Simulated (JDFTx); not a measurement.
Runs of JDFTx 1.7.0 (patched build) on KCl (Sylvite). It takes space group Fm-3m (No. 225, cubic). The conventional cell has a = 6.293 Å, b = 6.293 Å, c = 6.293 Å, α = 90.00°, β = 90.00°, γ = 90.00°. K (site symmetry m-3m) is surrounded by 6 Cl at 3.15 Å. Cl (site symmetry m-3m) is surrounded by 6 K at 3.15 Å. 

```tsv
task	level	potentials or basis	cell	k mesh	cutoff (eV)	max SCF steps	SCF threshold on the energy	solver of the electrons	further solve for the empty bands	band ratio of the Davidson solver	gap on the mesh (eV)	pressure (GPa)
single point	r2SCAN	SG15-PBE-1.2	as given	6 × 6 × 6	1088	100	1e-09 Ha	scf	yes	-	(b)	-0.1
relaxation of the atoms	PBEsol	PseudoDojo-SR-PBEsol-0.4.1-standard	atoms relaxed from: relaxed cell strained by 0.01 in Voigt component 1	7 × 7 × 7	1007	100	1e-10 Ha	scf	no	-	5.07	-0.2
relaxation of the atoms	PBEsol	PseudoDojo-SR-PBEsol-0.4.1-standard	atoms relaxed from: relaxed cell strained by 0.01 in Voigt component 4	7 × 7 × 7	1007	100	1e-10 Ha	scf	no	-	5.10	0.0
relaxation of the atoms	PBEsol	PseudoDojo-SR-PBEsol-0.4.1-standard	atoms relaxed from: relaxed cell strained by -0.01 in Voigt component 4	7 × 7 × 7	1007	100	1e-10 Ha	scf	no	-	5.10	0.0
single point	LDA	PseudoDojo-SR-LDA-0.4.1-standard	as given	7 × 7 × 7	980	100	1e-09 Ha	scf	yes	-	4.74	(a)
single point	PBEsol	PseudoDojo-SR-PBEsol-0.4.1-standard	as given	7 × 7 × 7	1007	100	1e-09 Ha	scf	yes	-	5.03	-0.4
```

Alike in all rows: no spin polarisation; smearing fermi-dirac 0.05 eV.

Q: Fill in the values left out.

A: (a) -2.0; (b) 5.74.

Caveats: an odd mesh through Γ misses points on the zone boundary, where band edges often lie (some runs); the empty levels aren't tightly converged (some runs); the relaxation stopped at its first step, so nothing moved (some runs); the potentials were made for another functional, which shifts forces and pressure (some runs).

Runs at the PBE level aren't shown here.
